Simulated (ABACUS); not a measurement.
# Ge (Fd-3m) in ABACUS: further runs, part 2 of 2

ABACUS 3.10.1.

### 4 Single point, M06-L

File INPUT:

```
INPUT_PARAMETERS
suffix              Ge
calculation         scf
basis_type          pw
pseudo_dir          ./
symmetry            1
dft_functional      MGGA_X_M06_L+MGGA_C_M06_L
ecutwfc             91
pseudo_rcut         10
nspin               1
nbands              24
ks_solver           dav
smearing_method     fd
smearing_sigma      0.00367493
scf_thr             1e-08
scf_nmax            100
mixing_type         broyden
mixing_beta         0.7
cal_force           1
cal_stress          1
mixing_tau          1
out_chg             1
kpar                4
```

File STRU:

```
ATOMIC_SPECIES
Ge 72.6300 Ge_ONCV_PBE-1.2.upf

LATTICE_CONSTANT
1.8897261246

LATTICE_VECTORS
0.0000000000 2.8289100000 2.8289100000
2.8289100000 0.0000000000 2.8289100000
2.8289100000 2.8289100000 0.0000000000

ATOMIC_POSITIONS
Direct

Ge
0.0
2
0.7500000000 0.7500000000 0.7500000000 1 1 1
0.5000000000 0.5000000000 0.5000000000 1 1 1
```

File KPT:

```
K_POINTS
0
Gamma
5 5 5 0 0 0
```

Potentials or basis: SG15 ONCV 1.2 PBE, plane waves.

Started as:

```
$ OMP_NUM_THREADS=1 mpirun -np 4 abacus > log
```

running log:

```text
ABACUS v3.10.1

               Atomic-orbital Based Ab-initio Computation at UStc

 ------------------------------------------------------------------------------------

 READING GENERAL INFORMATION
                           global_out_dir = OUT.Ge/
                           global_in_card = INPUT
                               pseudo_dir = ./
                              orbital_dir =
                                    DSIZE = 4
                                    GSIZE = 1

 READING UNITCELL INFORMATION
                                    ntype = 1
                  lattice constant (Bohr) = 1.88973
              lattice constant (Angstrom) = 1

 READING ATOM TYPE 1
                               atom label = Ge
                      L=0, number of zeta = 1
                      L=1, number of zeta = 1
                      L=2, number of zeta = 1
             number of atom for this type = 2

                        TOTAL ATOM NUMBER = 2
DIRECT COORDINATES
    atom                   x                   y                   z     mag                  vx                  vy                  vz
taud_Ge1            0.7500000000        0.7500000000        0.7500000000  0.0000        0.0000000000        0.0000000000        0.0000000000
taud_Ge2            0.5000000000        0.5000000000        0.5000000000  0.0000        0.0000000000        0.0000000000        0.0000000000

                          Volume (Bohr^3) = 305.551
                             Volume (A^3) = 45.278

 Lattice vectors: (Cartesian coordinate: in unit of a_0)
                   +0            +2.82891            +2.82891
             +2.82891                  +0            +2.82891
             +2.82891            +2.82891                  +0
 Reciprocal vectors: (Cartesian coordinate: in unit of 2 pi/a_0)
            -0.176747           +0.176747           +0.176747
            +0.176747           -0.176747           +0.176747
            +0.176747           +0.176747           -0.176747
 The esolver type has been set to : ksdft_pw

                PAO radial cut off (Bohr) = 10

 Read in pseudopotential file is Ge_ONCV_PBE-1.2.upf
                     pseudopotential type = NC
          exchange-correlation functional = PBE
                 nonlocal core correction = 0
                        valence electrons = 14
                                     lmax = 2
                           number of zeta = 0
                     number of projectors = 6
                           L of projector = 0
                           L of projector = 0
                           L of projector = 1
                           L of projector = 1
                           L of projector = 2
                           L of projector = 2
 XC functional updated to : MGGA_X_M06_L+MGGA_C_M06_L
          exchange-correlation functional = MGGA_X_M06_L+MGGA_C_M06_L
     initial pseudo atomic orbital number = 0

 SETUP THE ELECTRONS NUMBER
            electron number of element Ge = 14
      total electron number of element Ge = 28
            AUTOSET number of electrons:  = 28
                           occupied bands = 14
                                   NBANDS = 24
                                   NLOCAL = 18

%%%%%%%%%%%%%%%%%%%%%%%%%%%%%%%%%%%%%%%%%%%%%%%%%%%%%%%%%%%%%%%%%%%%%%%%%%%%%%%%%%%%%%%%%%%%%%%%%%%%%%%%%%
 Warning: the number of valence electrons in pseudopotential > 4 for Ge: [Ar] 3d10 4s2 4p2
 Pseudopotentials with additional electrons can yield (more) accurate outcomes, but may be less efficient.
 If you're confident that your chosen pseudopotential is appropriate, you can safely ignore this warning.
%%%%%%%%%%%%%%%%%%%%%%%%%%%%%%%%%%%%%%%%%%%%%%%%%%%%%%%%%%%%%%%%%%%%%%%%%%%%%%%%%%%%%%%%%%%%%%%%%%%%%%%%%%

 SETUP THE PLANE WAVE BASIS
 energy cutoff for charge/potential (unit:Ry) = 364
            fft grid for charge/potential = [ 45, 45, 45 ]
                        fft grid division = [ 1, 1, 1 ]
        big fft grid for charge/potential = [ 45, 45, 45 ]
                                     nbxx = 91125
                                     nrxx = 91125
[... 76 lines left out ...]
     IBZ    DIRECT_X    DIRECT_Y    DIRECT_Z  WEIGHT  ibz2bz
       1  0.00000000  0.00000000  0.00000000  0.0080       0
       2  0.20000000  0.20000000  0.20000000  0.0640       1
       3  0.40000000  0.40000000  0.40000000  0.0640       2
       4  0.20000000  0.20000000  0.00000000  0.0480       6
       5  0.40000000  0.40000000  0.20000000  0.1920       7
       6 -0.40000000  0.40000000  0.40000000  0.1920       8
       7  0.40000000  0.20000000  0.20000000  0.0960       9
       8  0.40000000  0.40000000  0.00000000  0.0480      12
       9 -0.20000000  0.40000000  0.40000000  0.0960      13
      10 -0.40000000  0.40000000  0.20000000  0.1920      38

                               nkstot now = 10
[... K-POINTS DIRECT COORDINATES: 10 rows ...]

           k-point number in this process = 3
       minimum distributed K point number = 2
[... stars of the k points ...]

[... K-POINTS CARTESIAN COORDINATES: 3 rows ...]

[... K-POINTS DIRECT COORDINATES: 3 rows ...]

 SETUP PLANE WAVES FOR WAVE FUNCTIONS
     energy cutoff for wavefunc (unit:Ry) = 91
              fft grid for wave functions = [ 45, 45, 45 ]
                    number of plane waves = 5029
                         number of sticks = 379

 PARALLEL PW FOR WAVE FUNCTIONS
     PROC   COLUMNS(POT)             PW
        1            379           5029
 --------------- sum -------------------
        1            379           5029

 SETUP NONLOCAL PSEUDOPOTENTIALS IN PLANE WAVE BASIS
 Ge non-local projectors:
 projector 1 L=0
 projector 2 L=0
 projector 3 L=1
 projector 4 L=1
 projector 5 L=2
 projector 6 L=2
      TOTAL NUMBER OF NONLOCAL PROJECTORS = 36

 Init Non-Local PseudoPotential table :
 Init Non-Local-Pseudopotential done.

                                     npwx = 4500

 -------------------------------------------
 SELF-CONSISTENT
 -------------------------------------------
                                 init_chg = atomic

 PW ALGORITHM --------------- ION=   1  ELEC=   1--------------------------------

 Notice: Threshold on eigenvalues was too large.
 hsover_error=0.28 > DRHO=0.098397
 Origin diag ethr = 0.01
 New diag ethr = 0.000351418

 Density error is 0.0973587945941
                          Error Threshold = 0.000351417777822
----------------------------------------------------------
     Energy           Rydberg                 eV
----------------------------------------------------------
 E_KohnSham     -281.5220816200      -3830.3044228529
 E_Harris       -277.4059528402      -3774.3016177457
 E_Fermi        0.7679214445         10.4481072610
----------------------------------------------------------
[... 99 lines left out ...]
 Density error is 2.28622492067e-09
                          Error Threshold = 2.91460541759e-10
----------------------------------------------------------
     Energy           Rydberg                 eV
----------------------------------------------------------
 E_KohnSham     -281.6980274654      -3832.6982888900
 E_KS(sigma->0) -281.6979247736      -3832.6968916966
 E_Harris       -281.6980566263      -3832.6986856447
 E_band         -16.8842617382       -229.7221661630
 E_one_elec     -130.0880232978      -1769.9383584065
 E_Hartree      79.4162408000        1080.5133886195
 E_xc           -33.5252813810       -456.1348538345
 E_Ewald        -197.5007582031      -2687.1356708818
 E_entropy(-TS) -0.0002053836        -0.0027943867
 E_descf        0.0000000000         0.0000000000
 E_exx          0.0000000000         0.0000000000
 E_Fermi        0.8161602830         11.1044303303
----------------------------------------------------------

 charge density convergence is achieved
 final etot is -3832.6982889 eV
 EFERMI = 11.10443033 eV

 STATE ENERGY(eV) AND OCCUPATIONS    NSPIN == 1
 1/3 kpoint (Cartesian) = 0.0000 0.0000 0.0000 (4477 pws)
       1       -13.7248      0.0160000
       2       -13.7248      0.0160000
       3       -13.7248      0.0160000
       4       -13.6908      0.0160000
       5       -13.6908      0.0160000
       6       -13.4615      0.0160000
[... 68 lines left out ...]
      23        26.2928        0.00000
      24        26.2928        0.00000

------------------------------------------------------------------------------------------
 TOTAL-FORCE (eV/Angstrom)
------------------------------------------------------------------------------------------
                       Ge1         0.0000000000         0.0000000000         0.0000000000
                       Ge2         0.0000000000         0.0000000000         0.0000000000
------------------------------------------------------------------------------------------

----------------------------------------------------------------
 TOTAL-STRESS (KBAR)
----------------------------------------------------------------
        28.5478014074         0.0000000000         0.0000000000
         0.0000000000        28.5478014074        -0.0000000000
         0.0000000000        -0.0000000000        28.5478014074
----------------------------------------------------------------
 TOTAL-PRESSURE: 28.547801 KBAR

 --------------------------------------------
 !FINAL_ETOT_IS -3832.6982888899851787 eV
 --------------------------------------------
```

It took 22 s on 4 MPI ranks of Intel Xeon 6975P-C (Granite Rapids), shared host; peak memory 0.4 GiB.

Results:

```
Free energy            : -3832.6983 eV
Pressure               : 2.9 GPa
Band gap on the k mesh : none (metal or under the smearing width)
```

Caveat: the k mesh is coarse (spacing up to 0.38 Å⁻¹), so the values aren't converged; the potentials were made for another functional, which shifts forces and pressure; this crystal is a semiconductor, whose small gap the functional closes, so the metal is an error of the method.

### 5 Summary

```csv
level,potentials or basis,k mesh,cutoff (eV),mesh quality,gap on the mesh (eV),pressure (GPa)
BLYP,"SPMS ONCV 1.0 PBE, plane waves",6 × 6 × 6,1075,not flagged,none,6.0
PW91,"SG15 ONCV 1.2 PBE, plane waves",6 × 6 × 6,1075,not flagged,none,3.3
M06-L,"SG15 ONCV 1.2 PBE, plane waves",5 × 5 × 5,1238,coarse,none,2.9
```

Alike in all rows: task single point; no spin polarisation; cell as given; smearing fermi-dirac 0.05 eV.

Caveats: some runs use coarse meshes; the potentials were made for another functional, which shifts forces and pressure; this crystal is a semiconductor, whose small gap the functional closes, so the metal is an error of the method.

Total energies depend on the potentials used, so only differences within one code and one set of settings carry meaning.

### 6 Comparison with measurements

Step 2. Measured gap of Ge: 0.666 eV (indirect; 293 K; “Electronic and optical properties of SixGe1-x-ySny alloys lattice-matched to Ge”, 2021, arxiv:2109.02782). This calculation gives 0.00 eV (-0.67 eV). 3 values of this kind are on record (0.666 to 0.807 eV); this one was drawn at random among those near their median. Spin-orbit coupling on Ge is left out. The value is that of BLYP on a finite k mesh, which can miss the band edges, without temperature or zero-point motion. Semilocal functionals fall short of measured gaps as a rule.

Step 3. Measured gap of Ge: 0.807 eV (direct; 300 K; “Electronic and optical properties of SixGe1-x-ySny alloys lattice-matched to Ge”, 2021, arxiv:2109.02782). This calculation gives 0.00 eV (-0.81 eV). 3 values of this kind are on record (0.666 to 0.807 eV); this one was drawn at random among those near their median. Spin-orbit coupling on Ge is left out. The value is that of PW91 on a finite k mesh, which can miss the band edges, without temperature or zero-point motion. Semilocal functionals fall short of measured gaps as a rule.
